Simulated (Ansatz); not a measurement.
# One structure, 3 elements: Cd3O, Cd3S, Cd3Te

Plane-wave DFT in Ansatz with scalar-relativistic PAW potentials, cutoff 420 eV, Γ-centred meshes chosen by cell and gap, Gaussian smearing with energies taken to zero width. Every cell was relaxed (cell and atoms) in a run of its own, within the symmetry of its start. Functional: PBE.

All members share space group Pm-3m and the same sites; only the element on one set of sites changes (O, S, Te). Members needn't be the stable form of their composition. Energies over the elements, where given, are against the elements' standard states in the same functional (H₂, N₂, O₂ and halogens uncorrected, Hg as a solid). The first member:

Space group Pm-3m (No. 221). a = 4.191 Å, b = 4.191 Å, c = 4.191 Å, α = 90.00°, β = 90.00°, γ = 90.00°
```json
{"atom": "Cd", "site": "3c", "symmetry": "4/mm.m", "x": "0.0000", "y": "0.5000", "z": "0.5000"}
{"atom": "O", "site": "1a", "symmetry": "m-3m", "x": "0.0000", "y": "0.0000", "z": "0.0000"}
```

```tsv
compound	V (Å³/atom)	a (Å)	energy over elements (eV/atom)
Cd3O	18.40	4.191	0.080
Cd3Te	25.86	4.694	0.068
```

Q: Predict the member with S.

A: V (Å³/atom) 22.12, a (Å) 4.456, energy over elements (eV/atom) 0.080. Interpolating linearly in period between O and Te would give 20.89 Å³/atom (5.6 % too small), with 0.076 eV/atom over the elements. Over the whole series the volume grows at each step down the group; all are metallic on the mesh; none is bound against its elements in this structure, and Te comes closest.

Spin-orbit coupling is left out, which matters for the bands of heavy elements. Spin polarisation was left out, and a magnetic state may lie lower.